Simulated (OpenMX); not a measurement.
# TiAl: single point with PBE

The system is TiAl.

```
CELL_PARAMETERS angstrom
3.17906 0.00000 0.00000
0.00000 3.17906 0.00000
0.00000 0.00000 3.17906
ATOMIC_POSITIONS crystal
Ti 0.99886 0.00758 0.00170
Al 0.50931 0.50647 0.50062
```

The cell comes from a database or a generator and needn't be the stable form of this composition.

The cell isn't the ideal one: atoms moved at random, drawn with an rms of 0.05 Å.

* Program: OpenMX 3.8.5
* Task: single point
* Functional: PBE
* Potentials or basis: OpenMX 2013 PBE set, Ti7.0-s3p2d2, Al7.0-s2p2d1, grid cutoff 500 Ry
* k mesh: 9 × 9 × 9
* Occupations: fermi-dirac, width 0.05 eV
* Spin: no spin polarisation
* Mixing scheme: rmm-diisk
* SCF threshold: 1e-08 Ha
* Solver: band
* Max SCF cycles: 100

```
Pressure               : 1.2 GPa
Largest force          : 0.209 eV/Å
Band gap on the k mesh : none (metal or under the smearing width)
Mulliken charges       : Ti -0.35; Al +0.35 e
```

Forces on the atoms (eV/Å):
```
Ti   0.206 -0.028 -0.022
Al  -0.207  0.022  0.021
```

Levels at points of the mesh, in eV from the Fermi level:
| k point | band 5 | band 6 | band 7 | band 8 | band 9 | band 10 | band 11 | band 12 |
| --- | --- | --- | --- | --- | --- | --- | --- | --- |
| (0.00, 0.00, 0.00) | -9.27 | -1.46 | -1.46 | 1.74 | 1.74 | 1.74 | 4.76 | 4.76 |

Run time: 84 s on 1 thread of Arm Neoverse V2 (shared host), peak memory 0.94 GiB.

Caveat: Mulliken charges move with the basis; the basis of atomic orbitals isn't converged, which shifts pressures, moduli and gaps.
